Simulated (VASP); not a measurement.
Write the native input for VASP 6.6.1 that does the following.

- Task: relaxation of the atoms
- Functional: PBE
- Potentials or basis: VASP PAW PBE potentials, release 64 (Pb)
- Cutoff: 300 eV
- k mesh: 7 × 7 × 7
- Occupations: methfessel-paxton, width 0.1 eV
- Spin: no spin polarisation
- Further INCAR settings: ALGO = Fast; EDIFF = 1e-07; IBRION = 2; EDIFFG = -0.01; NSW = 40

The structure of Pb lies in POSCAR:

```
Pb                                      
1.0
    0.0000000000      2.5403923170      2.5403923170
    2.5403923170      0.0000000000      2.5403923170
    2.5403923170      2.5403923170      0.0000000000
  Pb            
     1
Direct
     0.0000000000000000    0.0000000000000000    0.0000000000000000
```

The cell isn't the ideal one: a relaxed cell with its volume scaled by 1.02.

One way to write it, as run:

INCAR

```
PREC = Accurate
ENCUT = 300
EDIFF = 1E-7
ISMEAR = 1
SIGMA = 0.1
LREAL = F
LASPH = T
NELM = 80
ALGO = Fast
ISIF = 2
LWAVE = F
LCHARG = F
GGA = PE
IBRION = 2
NSW = 40
EDIFFG = -0.01
```

KPOINTS

```
Automatic mesh
0
Gamma
  7 7 7
```

Potentials or basis: VASP PAW PBE potentials, release 64 (Pb).

The run is started by

```bash
$ cat potpaw_PBE.64/Pb/POTCAR > POTCAR
$ mpirun -np 1 vasp_std > vasp.out
```

It gave:

- Pressure after relaxing: -0.8 GPa
- Band gap on the k mesh: none (metal or under the smearing width)

Caveat: the relaxation stopped at its first step, so nothing moved.

Wall time 1.6 s on 1 thread of Intel(R) Xeon(R) 6975P-C (Granite Rapids) (shared host), peak memory 0.12 GiB.
